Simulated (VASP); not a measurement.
Set up this calculation in VASP 6.6.1, as the native input.

```yaml
Task: relaxation of cell and atoms
Functional: PBEsol
Dispersion: D3(BJ)
Potentials_or_basis: VASP PAW PBE potentials, release 64 (Ti_sv, N)
Cutoff: 600 eV
k_mesh: 18 × 18 × 18
Occupations: methfessel-paxton, width 0.1 eV
Spin: no spin polarisation
Further_INCAR_settings: ALGO = Normal; EDIFF = 1e-07; IBRION = 2; EDIFFG = -0.005; NSW = 40; ISIF = 3
```

The structure of TiN lies in POSCAR:

```
TiN
1.0
    0.0000000000      2.1050000000      2.1050000000
    2.1050000000      0.0000000000      2.1050000000
    2.1050000000      2.1050000000      0.0000000000
Ti N
1 1
Direct
    0.0000000000      0.0000000000      0.0000000000
    0.5000000000      0.5000000000      0.5000000000
```

The cell was built by a generator and needn't be a form met in nature.

The input as run:

INCAR

```
SYSTEM = TiN
ALGO     = Normal         ! electronic algorithm
EDIFF    = 1E-7           ! SCF threshold, eV
EDIFFG   = -0.005         ! ionic threshold
ENCUT    = 600            ! plane-wave cutoff, eV
GGA      = PS             ! functional
IBRION   = 2              ! ionic algorithm
ISIF     = 3              ! what is computed and relaxed
ISMEAR   = 1              ! smearing method
IVDW     = 12             ! dispersion correction
LASPH    = .TRUE.         ! aspherical terms in the spheres
LCHARG   = .FALSE.        ! write CHGCAR
LREAL    = .FALSE.        ! projectors in reciprocal space
LWAVE    = .FALSE.        ! write WAVECAR
NELM     = 120            ! most SCF steps
NSW      = 40             ! ionic steps
PREC     = Accurate       ! precision mode
SIGMA    = 0.1            ! smearing width, eV
```

KPOINTS

```
k-points
0
G
  18 18 18
  0 0 0
```

Potentials or basis: VASP PAW PBE potentials, release 64 (Ti_sv, N).

Launch:

```bash
$ cat potpaw_PBE.64/Ti_sv/POTCAR potpaw_PBE.64/N/POTCAR > POTCAR
$ mpirun -np 1 vasp_std > vasp.out
```

Results of the run:

* Relaxed volume: 9.07 Å³/atom
* Relaxed cell: a = 2.949 Å, b = 2.949 Å, c = 2.949 Å, α = 60.00°, β = 60.00°, γ = 60.00°
* Space group after relaxing (to 0.05 Å): Fm-3m (No. 225)
* Energy gained by relaxing: 7.1 meV/atom
* Ionic steps: 3
* Pressure after relaxing: -0.1 GPa
* Band gap on the k mesh: none (metal or under the smearing width)
* Dispersion energy per atom: -0.446 eV

Caveat: the PAW data sets were made with another functional, which shifts forces and pressure a little; pairwise dispersion overbinds metals, which lowers pressure and volume.

Wall time 42 s on 1 thread of Intel(R) Xeon(R) 6975P-C (Granite Rapids), on a shared host, peak memory 0.2 GiB.
